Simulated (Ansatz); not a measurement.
Smearing, entropy and the zero-width energy in Al2Cu

Level of theory: DFT PBEsol, scalar-relativistic, plane waves, PAW in Ansatz 0.2.0.

```
CELL_PARAMETERS angstrom
4.10518 0.00000 0.00000
0.00000 4.10518 0.00000
0.00000 0.00000 2.89131
ATOMIC_POSITIONS crystal
Al 0.50000 0.00000 0.50000
Al 0.00000 0.50000 0.50000
Cu 0.00000 0.00000 0.00000
```

| Property | Result |
| --- | --- |
| plane-wave cutoff | 420 eV |
| Γ-centred k-mesh | 10×10×14 |
| spin treatment | unpolarised |

The same metal under several smearings of width σ, on one mesh. F is the free energy, TS the smearing's entropy term for the cell of 3 atoms, and E = F + TS. Gaussian occupations are ½ erfc[(ε − μ)/σ], and N counts both spins.

```
       rule  σ (eV) F − F(narrowest) (meV/atom) TS (meV/cell)
Fermi–Dirac    0.01                       -0.049          0.330
Fermi–Dirac    0.05                       -1.247          7.342
Fermi–Dirac     0.2                      -20.096        124.309
Fermi–Dirac     0.3                      -46.728        294.145
   Gaussian    0.01                        0.000          0.063
   Gaussian    0.02                       -0.027          0.208
   Gaussian     0.1                       -0.770          4.505
```

**Question.** For a density of states N (both spins) that is flat over the smeared range, TS = Nσ²/2 (Gaussian) and (π²/3)Nσ² (Fermi–Dirac). What N does each run give?

**Answer.**
```
       rule  σ (eV) N (states/eV a cell)
Fermi–Dirac    0.01                  1.00
Fermi–Dirac    0.05                  0.89
Fermi–Dirac     0.2                  0.94
Fermi–Dirac     0.3                  0.99
   Gaussian    0.01                  1.26
   Gaussian    0.02                  1.04
   Gaussian     0.1                  0.90
```

Equal entropy needs σ_Gauss = π√(2/3) σ_FD = 2.57 σ_FD, so a Fermi–Dirac width acts like a Gaussian one 2.57 times as large. At moderate widths N lies between 0.89 and 0.90, nearly constant, so the density of states is smooth near the Fermi level and the mesh resolves it. At the narrowest widths only the few mesh levels within σ of μ count, so N can scatter there.

**Question.** To second order F = E0 − TS/2 and E = E0 + TS/2. How well does E0 = (E + F)/2 undo the smearing?

**Answer.**
```tsv
rule	σ (eV)	F − E0(narrowest) (meV/atom)	(E + F)/2 − E0(narrowest) (meV/atom)
Fermi–Dirac	0.01	-0.06	0.00
Fermi–Dirac	0.05	-1.26	-0.03
Fermi–Dirac	0.2	-20.11	0.61
Fermi–Dirac	0.3	-46.74	2.29
Gaussian	0.01	-0.01	0.00
Gaussian	0.02	-0.04	0.00
Gaussian	0.1	-0.78	-0.03
```

At Fermi–Dirac 0.05 eV the free energy is off by -1.26 meV/atom and the mean by -0.03. What remains is of order σ⁴ plus the mesh error of the narrowest run, which is no exact reference. Forces and stress are derivatives of F, not of E0, so they keep the σ² error.

6 further runs of this set aren't shown, and 1 didn't finish or converge.

The entropy reflects a metal with a modest density of states at the Fermi level, as expected when the Cu 3d shell is full and lies well below it, leaving mainly hybridised Al s,p and Cu s,p states to carry the smearing. That density isn't strictly flat. Leaving aside the narrowest widths, the Fermi–Dirac value of N climbs from 0.89 at 0.05 eV to 0.94 and 0.99 at the two larger widths, which suggests that the Fermi level sits in a shallow dip and that broader tails reach denser states on either side.

The same upward curvature explains why the averaged energy overshoots at large width, by 0.61 and then 2.29 meV/atom: the quadratic terms cancel, but the quartic one survives with a positive sign. The growth between these two points is slower than quartic, so still higher orders probably matter by 0.3 eV. The small negative residuals at moderate width have the opposite sign and more likely come from k-point sampling. The cell isn't that of the equilibrium θ phase, so its N shouldn't be carried over to that compound.
